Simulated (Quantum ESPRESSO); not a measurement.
**Al: phonons with RPBE**

Crystal: Al.

```
CELL_PARAMETERS angstrom
0.00000 2.02481 2.02481
2.02481 0.00000 2.02481
2.02481 2.02481 0.00000
ATOMIC_POSITIONS crystal
Al 0.00000 0.00000 0.00000
```

* Program: Quantum ESPRESSO 7.5
* Task: phonons
* Functional: RPBE
* Potentials or basis: GBRV 1.5 PBE
* Cutoff: 612 eV
* Density cutoff: 4898 eV
* k mesh: 11 × 11 × 11
* Occupations: cold, width 0.2 eV
* Spin: no spin polarisation
* Mixing beta: 0.5
* Most SCF iterations: 120
* SCF threshold: 2e-10 Ry

- Relaxed volume: 16.75 Å³/atom
- Relaxed cell: a = 2.872 Å, b = 2.872 Å, c = 2.872 Å, α = 60.00°, β = 60.00°, γ = 60.00°
- Space group after relaxing (to 0.05 Å): Fm-3m (No. 225)
- Pressure after relaxing: 0.0 GPa
- Band gap on the k mesh: none (metal or under the smearing width)
- Highest phonon frequency at the q point run: 322 cm⁻¹

Step by step:
```csv
step,energy change (eV),largest force (eV/Å),pressure (GPa),volume (Å³)
1,0.0000,0.0000,0.68,16.60
2,-0.0002,0.0000,0.40,16.66
3,-0.0003,0.0000,0.11,16.72
4,-0.0003,0.0000,0.00,16.75
```

Final structure:
```
Al
1.0
     0.00000    2.03063    2.03063
     2.03063    0.00000    2.03063
     2.03063    2.03063    0.00000
Al
1
Direct
  0.00000 0.00000 0.00000
```

Levels at points of the mesh, in eV from the Fermi level:
```tsv
k point	band 1	band 2	band 3	band 4	band 5	band 6
(0.00, 0.00, 0.00)	-11.08	12.52	12.52	13.76	13.76	13.76
```

Phonon frequencies in cm⁻¹ (negative: imaginary):
| q point | frequencies |
| --- | --- |
| (0.500, 0.000, 0.500) | 194 194 322 |

Phonon modes at q = (0.500, 0.000, 0.500) in reciprocal lattice units:
| mode | symmetry | cm⁻¹ |
| --- | --- | --- |
| 1 | E_u | 194 |
| 2 | E_u | 194 |
| 3 | A_2u | 322 |

It took 20 s on 1 thread of Intel(R) Xeon(R) 6975P-C (Granite Rapids), on a shared host, peak memory 0.09 GiB.

Caveat: the potentials were made for another functional, which shifts forces and pressure; the q point doesn't lie on the k mesh, which can shift a metal's frequencies strongly unless the mesh is converged.
